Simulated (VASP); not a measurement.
# TaN (P-6m2) in VASP: notebook

Runs on TaN. Level: PBEsol+U. Tasks: single point.

Everything below comes from runs of VASP 6.6.1. Logs are shortened: lines on timing, memory, paths and dates and some standing lists are left out, and cuts for length are marked.

### Step 1. Starting point

The structure is hexagonal, space group P-6m2 (No. 187). Conventional cell: a = 2.938 Å, b = 2.938 Å, c = 2.883 Å, α = 90.00°, β = 90.00°, γ = 120.00°. Ta (site symmetry -6m2) has 6 N at 2.23 Å as nearest neighbours. N (site symmetry -6m2) has 6 Ta at 2.23 Å as nearest neighbours.

### Step 2. Single point, PBEsol+U, collinear spin, ferromagnetic start

Contents of INCAR:

```
ALGO = Normal
EDIFF = 1E-7
ENCUT = 520
GGA = PS
ISIF = 2
ISMEAR = 0
ISPIN = 2
LASPH = T
LCHARG = F
LDAU = T
LDAUJ = 0 0
LDAUL = 2 -1
LDAUPRINT = 1
LDAUTYPE = 2
LDAUU = 2 0
LMAXMIX = 4
LORBIT = 11
LREAL = F
LWAVE = F
MAGMOM = 0.5 0.5 0 0
NELM = 80
PREC = Accurate
SIGMA = 0.05
```

Contents of KPOINTS:

```
k-points
0
Gamma
  9 5 8
```

Contents of POSCAR:

```
TaN
1.0
    2.9380011100      0.0000000000      0.0000000000
   -2.9380011000      5.0887672000      0.0000000000
    0.0000000000      0.0000000000      2.8830022100
Ta N
2 2
Direct
    0.3333333333      0.3333333334      0.5000000000
    0.3333333333      0.8333333333      0.5000000000
    0.0000000000      0.0000000000      0.0000000000
    0.0000000000      0.5000000000      0.0000000000
```

Potentials or basis: VASP PAW PBE potentials, release 64 (Ta_pv, N).

Launch:

```bash
$ cat potpaw_PBE.64/Ta_pv/POTCAR potpaw_PBE.64/N/POTCAR > POTCAR
$ mpirun -np 1 vasp_std > vasp.out
```

OUTCAR:

```text
EDIFF = 1E-7
   ENCUT = 520
   GGA = PS
   ISIF = 2
   ISMEAR = 0
   ISPIN = 2
   LASPH = T
   LORBIT = 11
   LREAL = F
   NELM = 80
   PREC = Accurate

 ion  position               nearest neighbor table
   1  0.333  0.333  0.500-   4 2.23   4 2.23   4 2.23   4 2.23   3 2.23   3 2.23   2 2.94   2 2.94
                             2 2.94   2 2.94
   2  0.333  0.833  0.500-   3 2.23   3 2.23   4 2.23   4 2.23   3 2.23   3 2.23   1 2.94   1 2.94
                             1 2.94   1 2.94
   3  0.000  0.000  0.000-   2 2.23   2 2.23   2 2.23   2 2.23   1 2.23   1 2.23
   4  0.000  0.500  0.000-   1 2.23   1 2.23   2 2.23   2 2.23   1 2.23   1 2.23

  LATTYP: Found a simple orthorhombic cell.
 ALAT       =     2.8830022100
 B/A-ratio  =     1.0190769538
 C/A-ratio  =     1.7650930625

  Lattice vectors:

 A1 = (   0.0000000000,   0.0000000000,   2.8830022100)
 A2 = (   2.9380011100,   0.0000000000,   0.0000000000)
 A3 = (   0.0000000100,   5.0887672000,   0.0000000000)

Analysis of symmetry for initial positions (statically):
=====================================================================
 Subroutine PRICEL returns following result:

  LATTYP: Found a hexagonal cell.
 ALAT       =     2.9380011100
 C/A-ratio  =     0.9812801636
[... 12 lines left out ...]
 Subroutine GETGRP returns: Found  4 space group operations
 (whereof  4 operations were pure point group operations)
 out of a pool of  8 trial point group operations.

The static configuration has the point symmetry C_2v.

Analysis of symmetry for dynamics (positions and initial velocities):
=====================================================================
 Subroutine PRICEL returns following result:

  LATTYP: Found a hexagonal cell.
 ALAT       =     2.9380011100
 C/A-ratio  =     0.9812801636
[... 12 lines left out ...]
 Subroutine GETGRP returns: Found  4 space group operations
 (whereof  4 operations were pure point group operations)
 out of a pool of  8 trial point group operations.

The dynamic configuration has the point symmetry C_2v.

Analysis of structural, dynamic, and magnetic symmetry:
=====================================================================
 Subroutine PRICEL returns following result:

  LATTYP: Found a hexagonal cell.
 ALAT       =     2.9380011100
 C/A-ratio  =     0.9812801636
[... 12 lines left out ...]
 Subroutine GETGRP returns: Found  4 space group operations
 (whereof  4 operations were pure point group operations)
 out of a pool of  8 trial point group operations.

The overall configuration has the point symmetry C_2v.

 Subroutine INISYM returns: Found  4 space group operations
 (whereof  4 operations are pure point group operations),
 and found     2 'primitive' translations

----------------------------------------------------------------------------------------

                                     Primitive cell

  volume of cell :      21.5516

  direct lattice vectors                    reciprocal lattice vectors
     2.938001110  0.000000000  0.000000000     0.340367468  0.196511249  0.000000000
[... 166 lines left out ...]

  0.2632 -0.0000 -0.0000  0.0000 -0.0000
 -0.0000  0.1873 -0.0000  0.0000 -0.0000
 -0.0000 -0.0000  0.3084 -0.0000  0.0001
  0.0000  0.0000 -0.0000  0.1873  0.0000
 -0.0000 -0.0000  0.0001  0.0000  0.2633

 occupancies and eigenvectors

  o =  0.1873  v =  0.0000  0.0000  0.0000 -1.0000  0.0000  0.0000  0.0000  0.0000  0.0000  0.0000      0.0000  0.0000  0.0000  0.0000  0.0000  0.0000  0.0000  0.0000  0.0000  0.0000
  o =  0.1873  v =  0.0000  0.0000  0.0000  0.0000  0.0000  0.0000  0.0000  0.0000 -1.0000  0.0000      0.0000  0.0000  0.0000  0.0000  0.0000  0.0000  0.0000  0.0000  0.0000  0.0000
  o =  0.1873  v =  0.0000  1.0000  0.0000  0.0000  0.0000  0.0000  0.0000  0.0000  0.0000  0.0000      0.0000  0.0000  0.0000  0.0000  0.0000  0.0000  0.0000  0.0000  0.0000  0.0000
  o =  0.1873  v =  0.0000  0.0000  0.0000  0.0000  0.0000  0.0000  1.0000 -0.0000  0.0000  0.0000      0.0000  0.0000  0.0000  0.0000  0.0000  0.0000  0.0000  0.0000  0.0000  0.0000
  o =  0.2632  v =  0.0000  0.0000  0.0000  0.0000  0.0000 -1.0000  0.0000 -0.0000 -0.0000  0.0000      0.0000  0.0000  0.0000  0.0000  0.0000  0.0000  0.0000  0.0000  0.0000  0.0000
  o =  0.2632  v = -1.0000  0.0000 -0.0000 -0.0000  0.0000  0.0000  0.0000  0.0000  0.0000  0.0000      0.0000  0.0000  0.0000  0.0000  0.0000  0.0000  0.0000  0.0000  0.0000  0.0000
  o =  0.2633  v =  0.0000  0.0000  0.0000  0.0000  0.0000  0.0000 -0.0000 -0.0012  0.0000  1.0000      0.0000  0.0000  0.0000  0.0000  0.0000  0.0000  0.0000  0.0000  0.0000  0.0000
  o =  0.2633  v =  0.0000 -0.0000 -0.0012  0.0000  1.0000  0.0000  0.0000  0.0000  0.0000  0.0000      0.0000  0.0000  0.0000  0.0000  0.0000  0.0000  0.0000  0.0000  0.0000  0.0000
  o =  0.3084  v =  0.0000  0.0000  0.0000  0.0000  0.0000  0.0000 -0.0000 -1.0000  0.0000 -0.0012      0.0000  0.0000  0.0000  0.0000  0.0000  0.0000  0.0000  0.0000  0.0000  0.0000
  o =  0.3084  v =  0.0000  0.0000 -1.0000  0.0000 -0.0012  0.0000  0.0000  0.0000  0.0000  0.0000      0.0000  0.0000  0.0000  0.0000  0.0000  0.0000  0.0000  0.0000  0.0000  0.0000

atom =   2  type =  1  l = 2

 onsite density matrix

spin component  1

  0.2632 -0.0000 -0.0000  0.0000 -0.0000
 -0.0000  0.1873 -0.0000  0.0000 -0.0000
 -0.0000 -0.0000  0.3084  0.0000  0.0001
  0.0000  0.0000  0.0000  0.1873  0.0000
 -0.0000 -0.0000  0.0001  0.0000  0.2633

spin component  2

  0.2632 -0.0000 -0.0000  0.0000 -0.0000
 -0.0000  0.1873 -0.0000  0.0000 -0.0000
 -0.0000 -0.0000  0.3084  0.0000  0.0001
  0.0000  0.0000  0.0000  0.1873  0.0000
 -0.0000 -0.0000  0.0001  0.0000  0.2633

 occupancies and eigenvectors

  o =  0.1873  v =  0.0000  0.0000 -0.0000 -1.0000  0.0000  0.0000  0.0000  0.0000  0.0000  0.0000      0.0000  0.0000  0.0000  0.0000  0.0000  0.0000  0.0000  0.0000  0.0000  0.0000
  o =  0.1873  v =  0.0000  0.0000  0.0000  0.0000  0.0000  0.0000  0.0000  0.0000 -1.0000  0.0000      0.0000  0.0000  0.0000  0.0000  0.0000  0.0000  0.0000  0.0000  0.0000  0.0000
  o =  0.1873  v =  0.0000  1.0000 -0.0000  0.0000  0.0000  0.0000  0.0000  0.0000  0.0000  0.0000      0.0000  0.0000  0.0000  0.0000  0.0000  0.0000  0.0000  0.0000  0.0000  0.0000
  o =  0.1873  v =  0.0000  0.0000  0.0000  0.0000  0.0000  0.0000  1.0000 -0.0000  0.0000  0.0000      0.0000  0.0000  0.0000  0.0000  0.0000  0.0000  0.0000  0.0000  0.0000  0.0000
  o =  0.2632  v =  0.0000  0.0000  0.0000  0.0000  0.0000 -1.0000  0.0000 -0.0000 -0.0000  0.0000      0.0000  0.0000  0.0000  0.0000  0.0000  0.0000  0.0000  0.0000  0.0000  0.0000
  o =  0.2632  v = -1.0000  0.0000 -0.0000 -0.0000  0.0000  0.0000  0.0000  0.0000  0.0000  0.0000      0.0000  0.0000  0.0000  0.0000  0.0000  0.0000  0.0000  0.0000  0.0000  0.0000
  o =  0.2633  v =  0.0000  0.0000  0.0000  0.0000  0.0000  0.0000 -0.0000 -0.0012  0.0000  1.0000      0.0000  0.0000  0.0000  0.0000  0.0000  0.0000  0.0000  0.0000  0.0000  0.0000
  o =  0.2633  v =  0.0000 -0.0000 -0.0012  0.0000  1.0000  0.0000  0.0000  0.0000  0.0000  0.0000      0.0000  0.0000  0.0000  0.0000  0.0000  0.0000  0.0000  0.0000  0.0000  0.0000
  o =  0.3084  v =  0.0000  0.0000  0.0000  0.0000  0.0000  0.0000 -0.0000 -1.0000 -0.0000 -0.0012      0.0000  0.0000  0.0000  0.0000  0.0000  0.0000  0.0000  0.0000  0.0000  0.0000
  o =  0.3084  v =  0.0000 -0.0000 -1.0000 -0.0000 -0.0012  0.0000  0.0000  0.0000  0.0000  0.0000      0.0000  0.0000  0.0000  0.0000  0.0000  0.0000  0.0000  0.0000  0.0000  0.0000

 number of electron      32.0000001 magnetization       0.0000040

 Free energy of the ion-electron system (eV)
  ---------------------------------------------------
  ext. energy  EPLUGINS =         0.00000000
  ---------------------------------------------------
  free energy    TOTEN  =       -43.94388820 eV

  energy without entropy =      -43.94363778  energy(sigma->0) =      -43.94376299

 E-fermi :   8.4304     XC(G=0): -13.5106

 val. band max:        8.3119209964   @ k =  -0.3333   0.4000   0.0000
 cond. band min:       8.4541064867   @ k =   0.0000   0.0000   0.3750
 fundamental gap:      0.1421854902
 Fermi energy:         8.4303658259

 spin component 1

 k-point     1 :       0.0000    0.0000    0.0000
  band No.  band energies     occupation
      1     -27.6210      1.00000
      2     -26.8545      1.00000
      3     -26.8269      1.00000
      4     -26.7120      1.00000
      5     -26.5945      1.00000
      6     -26.5942      1.00000
[... 1145 lines left out ...]
     20      11.6586      0.00000
     21      12.0148      0.00000

 [... further k-points ...]

------------------------ aborting loop because EDIFF is reached ----------------------------------------

  FORCE on cell =-STRESS in cart. coord.  units (eV):
  Direction    XX          YY          ZZ          XY          YZ          ZX
  --------------------------------------------------------------------------------------
  -------------------------------------------------------------------------------------
  Total        0.5134552      0.5489398      0.7615349      0.0000000      0.0000000     -0.0000000
  in kB       19.0855026     20.4044933     28.3068082      0.0000000      0.0000000     -0.0000000
  external PRESSURE =      22.5989347 kB  Pullay stress =       0.0000000 kB

 VOLUME and BASIS-vectors are now :
 -----------------------------------------------------------------------------
  energy-cutoff  :      520.00
  volume of cell :       43.10
      direct lattice vectors                 reciprocal lattice vectors
     2.938001110  0.000000000  0.000000000     0.340367468  0.196511249  0.000000000
    -2.938001100  5.088767200  0.000000000     0.000000000  0.196511249  0.000000000
     0.000000000  0.000000000  2.883002210     0.000000000  0.000000000  0.346860643

 POSITION                                       TOTAL-FORCE (eV/Angst)
 -----------------------------------------------------------------------------------
      0.00000      1.69626      1.44150        -0.000000     -0.000910      0.000000
     -1.46900      4.24064      1.44150        -0.000000     -0.000910      0.000000
      0.00000      0.00000      0.00000         0.000000      0.000910     -0.000000
     -1.46900      2.54438      0.00000         0.000000      0.000910     -0.000000
 -----------------------------------------------------------------------------------
    total drift:                               -0.000000     -0.000004     -0.000000

  FREE ENERGIE OF THE ION-ELECTRON SYSTEM (eV)
  ---------------------------------------------------
  free  energy   TOTEN  =       -43.9438881956 eV

  energy  without entropy=      -43.9436377835  energy(sigma->0) =      -43.94376299

 total charge

# of ion       s       p       d       tot
------------------------------------------
    1        0.311   6.275   2.368   8.954
    2        0.311   6.275   2.368   8.954
    3        1.221   2.506   0.000   3.727
    4        1.221   2.506   0.000   3.727
--------------------------------------------------
tot          3.064  17.562   4.735  25.362

 magnetization (x)

# of ion       s       p       d       tot
------------------------------------------
    1        0.000  -0.000  -0.000  -0.000
    2        0.000  -0.000  -0.000  -0.000
    3       -0.000  -0.000   0.000  -0.000
    4       -0.000  -0.000   0.000  -0.000
--------------------------------------------------
tot         -0.000  -0.000  -0.000  -0.000
```

It took 1.8 min on 1 thread of Intel Xeon 6975P-C (Granite Rapids), shared host; peak memory 0.29 GiB.

Results:

| Item | Value |
| --- | --- |
| Free energy | -43.9439 eV |
| Pressure | 2.3 GPa |
| Band gap on the k mesh | none (metal or under the smearing width) |
| Net moment | 0.00 μB per cell |
| Valence electrons inside the program's atomic spheres | Ta 8.95; N 3.73 |

Eigenvalues of the final occupation matrices:
```
    site  spin  trace               eigenvalues
site 1 d     1   1.21  0.19 0.19 0.26 0.26 0.31
site 1 d     2   1.21  0.19 0.19 0.26 0.26 0.31
site 2 d     1   1.21  0.19 0.19 0.26 0.26 0.31
site 2 d     2   1.21  0.19 0.19 0.26 0.26 0.31
```

Caveat: the PAW data sets were made with another functional, which shifts forces and pressure a little. The state reached can hang on the start; a lower one may exist.

### Step 3. Single point, PBEsol+U, collinear spin, antiferromagnetic start

INCAR, as its differences from that of step 2:

```diff
@@ -19,3 +19,3 @@
 LWAVE = F
-MAGMOM = 0.5 0.5 0 0
+MAGMOM = 0.5 -0.5 0 0
 NELM = 80
```

KPOINTS is that of step 2.

POSCAR is that of step 2.

Potentials or basis: VASP PAW PBE potentials, release 64 (Ta_pv, N).

Launch:

```bash
$ cat potpaw_PBE.64/Ta_pv/POTCAR potpaw_PBE.64/N/POTCAR > POTCAR
$ mpirun -np 1 vasp_std > vasp.out
```

It took 92 s on 1 thread of Intel Xeon 6975P-C (Granite Rapids), shared host; peak memory 0.29 GiB.

It converged, with:

| Item | Value |
| --- | --- |
| Free energy | -43.9439 eV |
| Pressure | 2.3 GPa |
| Band gap on the k mesh | none (metal or under the smearing width) |
| Net moment | 0.00 μB per cell |
| Valence electrons inside the program's atomic spheres | Ta 8.95; N 3.73 |

Stress tensor (GPa, compression positive):
```
1.91 0.00 0.00
0.00 2.04 0.00
0.00 0.00 2.83
```

Levels at points of the mesh, in eV from the Fermi level:
Spin up:
```csv
k point,band 14,band 15,band 16,band 17,band 18,band 19
"(0.00, 0.00, 0.00)",-3.61,-3.37,-3.13,1.93,3.11,3.50
"(0.00, 0.00, 0.50)",-3.85,-0.57,-0.14,-0.14,2.29,3.30
```
Spin down:
| k point | band 14 | band 15 | band 16 | band 17 | band 18 | band 19 |
| --- | --- | --- | --- | --- | --- | --- |
| (0.00, 0.00, 0.00) | -3.61 | -3.37 | -3.13 | 1.93 | 3.11 | 3.50 |
| (0.00, 0.00, 0.50) | -3.85 | -0.57 | -0.14 | -0.14 | 2.29 | 3.30 |

Eigenvalues of the final occupation matrices:
| site | spin | trace | eigenvalues |
| --- | --- | --- | --- |
| site 1 d | 1 | 1.21 | 0.19 0.19 0.26 0.26 0.31 |
| site 1 d | 2 | 1.21 | 0.19 0.19 0.26 0.26 0.31 |
| site 2 d | 1 | 1.21 | 0.19 0.19 0.26 0.26 0.31 |
| site 2 d | 2 | 1.21 | 0.19 0.19 0.26 0.26 0.31 |

Caveat: the PAW data sets were made with another functional, which shifts forces and pressure a little. The run has no spin-orbit coupling, so splittings on Ta are missing.
